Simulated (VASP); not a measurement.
**PbS: single point with PBEsol**

The system is PbS.

```xyz
4
Lattice="2.0800 -5.9913 0.0000 2.0800 5.9913 0.0000 0.0000 0.0000 4.2793" Properties=species:S:1:pos:R:3 pbc="T T T"
Pb    2.0800   -4.4269    3.2095
Pb    2.0800    4.4269    1.0698
S     2.0800   -1.7399    3.2095
S     2.0800    1.7399    1.0698
```

Measurements of this composition are mostly on another form, of space group No. 225.

```
Program             : VASP 6.6.1
Task                : single point
Functional          : PBEsol
Potentials or basis : VASP PAW PBE potentials, release 64 (Pb_d, S)
Cutoff              : 520 eV
k mesh              : 5 × 5 × 5
Occupations         : gaussian, width 0.01 eV
Spin                : no spin polarisation
```

The pressure is -1.9 GPa, the largest force is 0.034 eV/Å and the band gap on the k mesh is 1.13 eV, indirect (least direct gap 1.20 eV).

Forces on the atoms (eV/Å):
```
Pb   0.000  0.034  0.000
Pb   0.000 -0.034  0.000
S    0.000  0.018  0.000
S    0.000 -0.018  0.000
```

Stress tensor (GPa, compression positive):
```
-1.97  0.00  0.00
 0.00 -1.55  0.00
 0.00  0.00 -2.16
```

Levels at points of the mesh, in eV from the valence-band top:
| k point | band 18 | band 19 | band 20 | band 21 | band 22 | band 23 |
| --- | --- | --- | --- | --- | --- | --- |
| (0.00, 0.00, 0.00) | -1.67 | -1.48 | -0.50 | 4.59 | 4.60 | 4.82 |

Wall time 49 s on 1 thread of Intel(R) Xeon(R) Platinum 8488C (Sapphire Rapids) (shared host), peak memory 0.28 GiB.

Caveat: the PAW data sets were made with another functional, which shifts forces and pressure a little; spin-orbit coupling is left out, which as a rule narrows the gap of such compounds by several tenths of an eV; an odd mesh through Γ misses points on the zone boundary, where band edges often lie.
